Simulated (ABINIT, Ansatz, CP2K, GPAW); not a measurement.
**TiO: 4 runs at one level of theory**

```
CELL_PARAMETERS angstrom
3.00939 0.00000 0.00000
0.00000 3.00939 0.00000
0.00000 0.00000 3.68042
ATOMIC_POSITIONS crystal
Ti 0.00000 0.00000 0.00000
O 0.00000 0.00000 0.50000
```

The cell comes from a database or a generator and needn't be the stable form of this composition.

Alike in all runs: task single point; functional PBE; k mesh 9 × 9 × 7; occupations fermi-dirac, width 0.05 eV; no spin polarisation; no spin-orbit coupling. Pressure is positive in compression and, in plane waves, holds the error of the finite cutoff, which Ansatz's Pulay term estimates and takes out.

```json
{"program and potentials": "CP2K, POTENTIAL_UZH Ti GTH-PBE-q12, O GTH-PBE-q6; TZVP-MOLOPT-PBE-GTH basis", "plane-wave cutoff (eV)": "-", "notes": "atomic basis", "pressure (GPa)": "0.71"}
{"program and potentials": "GPAW, GPAW PAW data sets (gpaw-data 1.2.1)", "plane-wave cutoff (eV)": "800", "notes": "-", "pressure (GPa)": "0.72"}
{"program and potentials": "Ansatz, Ansatz PAW (earlier soft set)", "plane-wave cutoff (eV)": "420", "notes": "Pulay term of +0.21 GPa included", "pressure (GPa)": "0.14"}
{"program and potentials": "ABINIT, JTH PAW PBE v2.0", "plane-wave cutoff (eV)": "626", "notes": "-", "pressure (GPa)": "0.40"}
```

The pressure spans 0.14 (Ansatz, Ansatz PAW (earlier soft set)) to 0.72 GPa (GPAW, GPAW PAW data sets (gpaw-data 1.2.1)). Rows in atomic bases carry the error of their basis and grid, which can be large.

The functional is the same throughout but for its coding, so the spread measures potentials, basis and numerics; runs on potential files found faulty are left out.
